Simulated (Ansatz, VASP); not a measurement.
**Two plane-wave programs on Mg**

```xyz
2
Lattice="3.1465 0.0000 0.0000 -1.5733 2.7250 0.0000 0.0000 0.0000 5.0385" Properties=species:S:1:pos:R:3 pbc="T T T"
Mg    0.0000    1.8166    1.2596
Mg    1.5733    0.9083    3.7789
```

The cell was built by a generator and needn't be a form met in nature.

Alike in both runs: functional LDA; k mesh 15 × 15 × 8; occupations gaussian, width 0.1 eV; no spin polarisation.

Ansatz relaxed the structure, and its values are those at the end. VASP's run is a single point on that final structure, the one shown.

```csv
,VASP,Ansatz
version,VASP 6.6.1,Ansatz 0.2.0
potentials or method,"VASP PAW LDA potentials, release 64 (Mg)","scalar-relativistic, plane waves, PAW"
plane-wave cutoff (eV),520,420
valence electrons in the cell,4,20
```

Ansatz gave:

```
gap on the k mesh at the Fermi level (eV) : none
pressure (GPa)                            : 0.0
```

Which values does VASP return?

gap on the k mesh at the Fermi level (eV): none; pressure (GPa): -0.3.

A gap of «none» marks a metal or a gap that the smearing closes. The two sets of potentials don't hold the same shells in valence. Ansatz warned: «pseudo_functional_mismatch».
